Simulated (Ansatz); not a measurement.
**SnSe: a sublattice displacement scan**

Aim: for SnSe, measure how stiffly every Se atom is held.

The COD entry's cell or inner coordinates are ideal or old and differ from later refinements, so a difference from it is no clean test against experiment.

Method: DFT r2SCAN, scalar-relativistic, plane waves, PAW, in Ansatz 0.2.0.

## Step 1: The structure to begin with

Symmetry: Pnma, No. 62, orthorhombic system. Conventional cell: a = 11.679 Å, b = 4.126 Å, c = 4.693 Å, α = 90.00°, β = 90.00°, γ = 90.00°. Around Sn (site symmetry m) lie 3 Se at 2.76 to 2.77 Å. Se (site symmetry m) is surrounded by 3 Sn at 2.76 to 2.77 Å.

Coordinates:

```
CELL_PARAMETERS angstrom
11.67937 0.00000 0.00000
0.00000 4.12631 0.00000
0.00000 0.00000 4.69273
ATOMIC_POSITIONS crystal
Sn 0.12007 0.25000 0.12405
Sn 0.87993 0.75000 0.87595
Sn 0.37993 0.75000 0.62405
Sn 0.62007 0.25000 0.37595
Se 0.85213 0.25000 0.48813
Se 0.14787 0.75000 0.51187
Se 0.64787 0.75000 0.98813
Se 0.35213 0.25000 0.01187
```

It is the result of an earlier relaxation at this level (volume 28.27 Å³/atom; gap on the mesh: 1.02 eV).

## Step 2: The reference cell

Reference values: F = -46070.7118 eV; pressure 0.00 GPa; largest force 0.002 eV/Å; gap on the mesh 1.06 eV. It was computed beforehand with the settings of the runs below.

## Step 3: Next: a sublattice displacement scan

Every Se atom is moved by x along the Cartesian unit vector (-0.982, 0.000, -0.191); the cell and all other atoms stay fixed. Forces below are components along that vector, summed over the moved atoms.

## Step 4: x = -0.200 Å

Input file input.yaml:

```yaml
crystal:
  lattice:
    - [11.6793687583, 0.0, 0.0]
    - [0.0, 4.1263079581, 0.0]
    - [0.0, 0.0, 4.692727253]
  atoms:
    - { symbol: Sn, position: [0.1200716529, 0.25, 0.1240516484] }
    - { symbol: Sn, position: [0.8799283471, 0.75, 0.8759483516] }
    - { symbol: Sn, position: [0.3799283471, 0.75, 0.6240516484] }
    - { symbol: Sn, position: [0.6200716529, 0.25, 0.3759483516] }
    - { symbol: Se, position: [0.8689366907, 0.25, 0.4962615343] }
    - { symbol: Se, position: [0.1646833321, 0.75, 0.5199919819] }
    - { symbol: Se, position: [0.6646833321, 0.75, 0.9962615343] }
    - { symbol: Se, position: [0.3689366907, 0.25, 0.0199919819] }
basis:
  ecutwfc: 500
kpoints:
  mp_grid: { grid: [4, 8, 6] }
hamiltonian:
  xc: r2scan
scf:
  occupations: { method: gaussian, width: 0.05 }
output:
  forces: true
  stress: true
  eigenvalues: true
```

Run with:

```sh
> ansatz run input.yaml --threads 2 --pin off --max-ram 5120MiB --backend cpu --events-out ev --progress --plain --runs-dir out
```

Standard output (excerpt; [...] marks lines left out):

```text
Warning: RAYON_NUM_THREADS=2 ignored (pool sized by the plan → 2); use --threads N
[...]
Pseudopotentials: kind: paw
Pseudopotential: Sn, paw, valence charge 14, recommended cutoff 500 eV (meta_gga), Sn.paw.azcp
Pseudopotential: Se, paw, valence charge 16, recommended cutoff 500 eV (meta_gga), Se.paw.azcp
Functional definition: r2SCAN
[...]
Crystal: 8 atoms, lattice volume = 226.155 Å³
Basis set: ecut = 500 eV, 5789 PW (Γ), exchange–correlation on 360×128×144 points (64 copies of the dense FFT grid, shifted against one another)
Bands: 72, of which v1, the nominal top of the filled ones, is band 60 counted from 1 (59 counted from 0)
Symmetry: 2 space group operations
Space group: Pm (ITA 6), of the structure as read, at distance tolerance 6.1e-5 Å
k-points: 70 of 192 (time reversal used)
[...]
SCF iter   1: F=—  HF=-46070.386059 eV  |F-HF|=—  |Δ(HF+E_count)|=         —  Δρ=5.25e-3  dr2=6.95e-2  dr2_τ=1.65e-2  ethr=1.77e-3  ⟨swp⟩=6.8  Hψ=19249  notcnv=0  defer=25
[...]
SCF iter   8: F=-46070.418284 eV  HF=-46070.418284 eV  |F-HF|=6.64e-9  |Δ(HF+E_count)|=   2.78e-8  Δρ=3.66e-6  dr2=4.42e-8  dr2_τ=6.96e-10  ethr=8.33e-11  ⟨swp⟩=8.1  Hψ=21681  notcnv=0
[...]
SCF converged after 8 iterations
Free energy (F): -46070.418284 eV
[...]
E sigma→0 (E₀):  -46070.418284 eV
Fermi energy:    8.589865 eV
[...]
--- Forces (eV/Å), atoms counted from 1 ---
  atom   1  Sn     0.41982756     0.00000000     0.21071420
  atom   2  Sn     1.12046106     0.00000000     0.16820946
  atom   3  Sn     1.12615334     0.00000000     0.13491476
  atom   4  Sn     0.31681114     0.00000000     0.01031915
  atom   5  Se    -0.43940940     0.00000000    -0.18729521
  atom   6  Se    -1.12944954     0.00000000    -0.20409530
  atom   7  Se    -1.00104863     0.00000000    -0.02020729
  atom   8  Se    -0.41337459     0.00000000    -0.11255526
[...]
--- Stress (GPa, compression-positive) ---
        1.588073       0.000000      -0.085470
        0.000000      -0.039742       0.000000
       -0.085471       0.000000      -0.109891
  P = ⅓ Tr σ = 0.4795 GPa (4.795 kbar)
--- Band table (eV; the first three rows and the last of 70) ---
[...]
```

Wall time 1.7 min (2 threads of Oxide Virtual Turin-like (Zen 5), shared host); peak memory 1.5 GiB.

## Step 5: At x = 0.150 Å

Edit input.yaml of step 4 so:

```diff
@@ -10,6 +10,6 @@
     - { symbol: Sn, position: [0.6200716529, 0.25, 0.3759483516] }
-    - { symbol: Se, position: [0.8689366907, 0.25, 0.4962615343] }
-    - { symbol: Se, position: [0.1646833321, 0.75, 0.5199919819] }
-    - { symbol: Se, position: [0.6646833321, 0.75, 0.9962615343] }
-    - { symbol: Se, position: [0.3689366907, 0.25, 0.0199919819] }
+    - { symbol: Se, position: [0.8395191708, 0.25, 0.4820397076] }
+    - { symbol: Se, position: [0.1352658122, 0.75, 0.5057701552] }
+    - { symbol: Se, position: [0.6352658122, 0.75, 0.9820397076] }
+    - { symbol: Se, position: [0.3395191708, 0.25, 0.0057701552] }
 basis:
```

Run with:

```sh
> ansatz run input.yaml --threads 2 --pin off --max-ram 5120MiB --backend cpu --events-out ev --progress --plain --runs-dir out
```

Standard output (excerpt; [...] marks lines left out):

```text
Warning: RAYON_NUM_THREADS=2 ignored (pool sized by the plan → 2); use --threads N
[...]
Pseudopotentials: kind: paw
Pseudopotential: Sn, paw, valence charge 14, recommended cutoff 500 eV (meta_gga), Sn.paw.azcp
Pseudopotential: Se, paw, valence charge 16, recommended cutoff 500 eV (meta_gga), Se.paw.azcp
Functional definition: r2SCAN
[...]
Crystal: 8 atoms, lattice volume = 226.155 Å³
Basis set: ecut = 500 eV, 5789 PW (Γ), exchange–correlation on 360×128×144 points (64 copies of the dense FFT grid, shifted against one another)
Bands: 72, of which v1, the nominal top of the filled ones, is band 60 counted from 1 (59 counted from 0)
Symmetry: 2 space group operations
Space group: Pm (ITA 6), of the structure as read, at distance tolerance 6.1e-5 Å
k-points: 70 of 192 (time reversal used)
[...]
SCF converged after 8 iterations
Free energy (F): -46070.548965 eV
[...]
E sigma→0 (E₀):  -46070.548965 eV
Fermi energy:    8.558437 eV
[...]
--- Forces (eV/Å), atoms counted from 1 ---
  atom   1  Sn    -0.76072950     0.00000000    -0.13997624
  atom   2  Sn    -0.37031321     0.00000000    -0.16282990
  atom   3  Sn    -0.29615125     0.00000000    -0.01533996
  atom   4  Sn    -0.74519083     0.00000000    -0.08576565
  atom   5  Se     0.75967767     0.00000000     0.14709814
  atom   6  Se     0.37764488     0.00000000     0.13910211
  atom   7  Se     0.35400024     0.00000000     0.08434913
  atom   8  Se     0.68108166     0.00000000     0.03335670
[...]
--- Stress (GPa, compression-positive) ---
        0.881240       0.000000      -0.047875
        0.000000      -0.029336       0.000000
       -0.047876       0.000000      -0.063667
  P = ⅓ Tr σ = 0.2627 GPa (2.627 kbar)
--- Band table (eV; the first three rows and the last of 70) ---
[...]
```

Run time: 1.9 min. Hardware: 2 threads of Oxide Virtual Turin-like (Zen 5), shared host; peak memory 1.5 GiB.

## Step 6: x = -0.100 Å

Edit input.yaml of step 5 so:

```diff
@@ -10,6 +10,6 @@
     - { symbol: Sn, position: [0.6200716529, 0.25, 0.3759483516] }
-    - { symbol: Se, position: [0.8395191708, 0.25, 0.4820397076] }
-    - { symbol: Se, position: [0.1352658122, 0.75, 0.5057701552] }
-    - { symbol: Se, position: [0.6352658122, 0.75, 0.9820397076] }
-    - { symbol: Se, position: [0.3395191708, 0.25, 0.0057701552] }
+    - { symbol: Se, position: [0.860531685, 0.25, 0.4921981553] }
+    - { symbol: Se, position: [0.1562783264, 0.75, 0.5159286029] }
+    - { symbol: Se, position: [0.6562783264, 0.75, 0.9921981553] }
+    - { symbol: Se, position: [0.360531685, 0.25, 0.0159286029] }
 basis:
```

Run with:

```sh
> ansatz run input.yaml --threads 2 --pin off --max-ram 5120MiB --backend cpu --events-out ev --progress --plain --runs-dir out
```

Standard output (excerpt; [...] marks lines left out):

```text
Warning: RAYON_NUM_THREADS=2 ignored (pool sized by the plan → 2); use --threads N
[...]
Pseudopotentials: kind: paw
Pseudopotential: Sn, paw, valence charge 14, recommended cutoff 500 eV (meta_gga), Sn.paw.azcp
Pseudopotential: Se, paw, valence charge 16, recommended cutoff 500 eV (meta_gga), Se.paw.azcp
Functional definition: r2SCAN
[...]
Crystal: 8 atoms, lattice volume = 226.155 Å³
Basis set: ecut = 500 eV, 5789 PW (Γ), exchange–correlation on 360×128×144 points (64 copies of the dense FFT grid, shifted against one another)
Bands: 72, of which v1, the nominal top of the filled ones, is band 60 counted from 1 (59 counted from 0)
Symmetry: 2 space group operations
Space group: Pm (ITA 6), of the structure as read, at distance tolerance 6.1e-5 Å
k-points: 70 of 192 (time reversal used)
[...]
SCF converged after 8 iterations
Free energy (F): -46070.640129 eV
[...]
E sigma→0 (E₀):  -46070.640129 eV
Fermi energy:    8.524666 eV
[...]
--- Forces (eV/Å), atoms counted from 1 ---
  atom   1  Sn     0.28581928     0.00000000     0.11072998
  atom   2  Sn     0.45694015     0.00000000     0.09987669
  atom   3  Sn     0.43584927     0.00000000     0.04811479
  atom   4  Sn     0.23947716     0.00000000     0.01568155
  atom   5  Se    -0.28687412     0.00000000    -0.09201072
  atom   6  Se    -0.45321160     0.00000000    -0.09538017
  atom   7  Se    -0.41038857     0.00000000    -0.03218685
  atom   8  Se    -0.26763720     0.00000000    -0.05482581
[...]
--- Stress (GPa, compression-positive) ---
        0.385380       0.000000      -0.021187
        0.000000      -0.020369       0.000000
       -0.021188       0.000000      -0.026831
  P = ⅓ Tr σ = 0.1127 GPa (1.127 kbar)
--- Band table (eV; the first three rows and the last of 70) ---
[...]
```

Run time: 92 s. Hardware: 2 threads of Oxide Virtual Turin-like (Zen 5), shared host; peak memory 1.5 GiB.

## Step 7: The scan collected

The scan, with free energies counted from the undisturbed cell:

```
 x (Å)  ΔE (meV/cell)  force on the moved atoms (eV/Å)  pressure (GPa)  gap on the mesh (eV)
-0.200          293.5                            3.028             0.5                  0.76
-0.100           71.7                            1.444             0.1                  0.97
 0.000            0.0                            0.000             0.0                  1.06
 0.150          162.8                           -2.210             0.3                  0.87
```

## Step 8: Results

```
                                                        quantity                                       value
force constant along x, from the points at -0.100, 0 and 0.150 Å  14.56 eV/Å² for the 4 moved atoms together
```

What this shows: Near the site the force constant is 14.56 eV/Å² for the 4 atoms together, 3.64 on average. The step of 0.15 Å is wide, so anharmonic terms mix in. The undisturbed cell stays the lowest of the sampled points. The gap on the mesh stays between 0.76 and 1.06 eV. Layers here are held mostly by dispersion, which this level lacks, so their spacing and the stiffness across them are unreliable there.

Spin-orbit coupling is left out, though the cell holds Sn; it can move the gap.
